**Question**

I have the density of states at the Fermi energy of bcc molybdenum from six density functionals, all for the same fixed cell.

Density of states at the Fermi energy of bcc Mo (one-atom primitive cell, fixed at the cubic lattice constant 3.168 Å), computed with exciting sodium using all-electron LAPW+lo DFT. All runs are without spin polarisation or spin-orbit coupling and use a 12 × 12 × 12 k mesh, rgkmax = 9 and Fermi-Dirac smearing of 0.05 eV.

| functional | dos at fermi (states/eV/cell) |
| --- | --- |
| LDA | 0.300 |
| PBE | 0.323 |
| PBEsol | 0.310 |
| revPBE | 0.327 |
| RPBE | 0.328 |
| BLYP | 0.298 |

Suppose I had only the LDA and PBE runs. Could I guess the other values with pencil and paper, and would I understand why the guess works? I also don't see why BLYP, which is gradient-corrected like PBE, ends up beside LDA.

**Answer**

You can, within the family of functionals built like PBE. Call the column "dos at fermi" N: the number of electronic states per eV and cell at the Fermi energy. What you need is a measure of how strongly each functional departs from LDA, and a reason why N should follow it.

LDA treats each small piece of the crystal as if it belonged to a uniform electron gas. A gradient-corrected functional multiplies the local exchange energy by a factor F(s), where s says how quickly the density changes over the distance set by the electrons' own wavelength. In a uniform gas s is zero and F is one, so for exchange the PBE-like functionals all start from LDA. They differ in how steeply F rises with s and in how soon it levels off.

In molybdenum s varies from place to place, so the correction changes the potential by different amounts in different regions. The compact 4d states and the more spread-out states sample these regions differently, and their energies therefore shift unequally. A common shift of all levels would carry the Fermi energy along and leave N unchanged. Unequal shifts change the spacing of the levels, and N is a count of levels per unit of energy.

A particle in a box with a low, narrow bump at its centre shows the same thing. The lowest state has its largest density at the bump and rises most; the second has a node there and hardly moves. The spacing between them changes in proportion to the height of the bump, as long as the bump is low. The picture explains the proportionality and no more: in a metal the electrons rearrange, different functionals change the shape of the "bump" as well as its height, and the box cannot tell you whether N goes up or down.

That direction has to come from your two known runs. From LDA to PBE, N rises. Evenly narrower d bands would do this, but they can't be the whole cause. They would raise N by a similar percentage in any small window of energies around the Fermi energy, whereas the entropy check below, which looks through a somewhat wider window, finds little more than half the rise. Some levels must also shift in ways that an even narrowing does not give. The cell is the same in every row, so a change of lattice constant plays no part; if you let each functional relax the cell, that effect comes on top.

The rule is then

N ≈ N(LDA) + c·g,

where g = F − 1 is taken at s = 1, a rough value for valence electrons. For PBE, PBEsol and revPBE, g = μ/(1 + μ/κ), where μ sets the initial steepness of F and κ its ceiling. PBE has μ ≈ 0.22 and κ ≈ 0.80, so g = 0.22/1.275 ≈ 0.173. The LDA and PBE rows fix the slope: c = (0.323 − 0.300)/0.173 ≈ 0.13 states/eV/cell.

Now take PBEsol, which was not used to set the rule. Its μ is about 0.12 with the same κ, so g = 0.12/1.15 ≈ 0.10. The estimate is 0.300 + 0.13 × 0.10 ≈ 0.31, as computed. With more digits kept, the rule gives 0.314 against 0.310. That is an error of about 1% of N, but the predicted step above LDA is 0.014 instead of 0.010, or 40% too large. A possible reason is correlation, which the rule ignores. Its gradient correction works against that of exchange, and PBEsol cuts it by only about a third while nearly halving μ. Less of the rise should then survive than the rule says, though the two changes have not been separated.

RPBE, also left out when the rule was set, has the same μ and κ as PBE but levels off differently: g = κ(1 − exp(−μ/κ)) = 0.80 × (1 − exp(−0.275)) ≈ 0.19. The estimate is just under 0.326; the calculation gave 0.328. In the rule, RPBE lies above PBE because its factor starts out just as steeply but bends over less at first, and so is larger at s = 1. revPBE gets much the same result from a higher ceiling, κ ≈ 1.2, and it is practically tied with RPBE.

Over PBEsol, revPBE and RPBE the largest miss is 0.004 states/eV/cell, compared with 0.028 if you simply kept the LDA value and 0.013 if you kept the PBE value. Using μ alone does almost as well, with a largest miss of 0.005, but it gives PBE, revPBE and RPBE the same N. The table therefore supports the idea that a stronger exchange correction means a higher N on this k mesh, rather than this exact formula or the choice s = 1.

BLYP shows where the idea stops. Its exchange part is about as strong as PBE's at s = 1, so the rule predicts 0.324; the calculation gave 0.298, which makes the estimate 9% too high. A plausible reason is its correlation part, which does not reduce to the correct uniform-gas limit. LDA is then not the starting point from which BLYP departs, and the rule begins from the wrong place. Nor does the nearly equal N make BLYP and LDA alike: in these runs BLYP leaves less charge in the space between the atoms than LDA does, while PBE, PBEsol and RPBE leave slightly more. A run combining BLYP's exchange with PBE's correlation would test the part played by correlation; there is none here. Until that is settled, keep the rule to functionals built like PBE; being called a GGA is not enough.

The size of the slope also needs care. Your N is a smeared sum over the k mesh, and it has not been shown to be converged. For a density of states that is flat near the Fermi energy, N can be obtained a second way, from the electronic entropy of the same run. This keeps the order of the PBE-like functionals and roughly their relative steps, but the rise from LDA to RPBE shrinks from 9% to 5%. The density of states may be curved there, or the mesh of k points too coarse; without a denser mesh one can't say. Both numbers also come from the same mesh, so their shared order might not survive a denser one. Take the order as provisional, and c as uncertain by a factor of two or more. The tiny gap between BLYP and LDA even changes sign, so their order is open.

Finally, use the rule for relative changes, not for comparison with a measured electronic heat capacity. The measured quantity is raised by the coupling of electrons to lattice vibrations, which these runs leave out. The absolute size of N is in doubt as well: the usual calculated value for molybdenum, counting both spins, is roughly 0.6 states/eV per atom, about twice what you have. Your column may count one spin only. The entropy gives a number of the same size, though, and a complete entropy counts both spins, so the program would have to leave out the spin factor there too; the results don't settle that. If the column does count one spin, N and c both double and the percentages stay as they are. For another metal you would need a new pair of LDA and PBE runs, and nothing here tests whether the rule would hold there.

The printed analysis below gives the estimates and the entropy check for each functional.

Printed output of the fit:

```
Rule anchored on LDA and PBE, states/eV/cell:
     row  excess g  computed    rule  rule less computed  miss in %
     LDA         0       0.3     0.3                   0          0
     PBE    0.1725     0.323   0.323                   0          0
  PBEsol    0.1043      0.31  0.3139            0.003909      1.261
  revPBE    0.1859     0.327  0.3248           -0.002218    -0.6784
    RPBE    0.1923     0.328  0.3256           -0.002362      -0.72
    BLYP    0.1783     0.298  0.3238             0.02577      8.648
Slope c of the rule, states/eV/cell per unit of g: 0.1333
Largest miss on PBEsol, revPBE, RPBE, states/eV/cell: 0.003909
Largest miss on the same three rows with the small-gradient coefficient alone, states/eV/cell: 0.005
Largest miss on the same three rows if the LDA value is kept, states/eV/cell: 0.028
Largest miss on the same three rows with s of 1.5, states/eV/cell: 0.005184
Cross-check by entropy, and steps above LDA in units of the PBE step:
     row  N from entropy  step computed  step from entropy  step by rule
     LDA          0.2991              0                  0             0
     PBE          0.3114              1                  1             1
  PBEsol          0.3047         0.4348             0.4518        0.6047
  revPBE          0.3137          1.174              1.183         1.077
    RPBE          0.3146          1.217              1.253         1.115
    BLYP          0.3009       -0.08696             0.1457         1.033
Rise from LDA to RPBE in the table, %: 9.333
Rise from LDA to RPBE from the entropy, %: 5.175
Slope c if the entropy values are used, states/eV/cell per unit of g: 0.07159
```
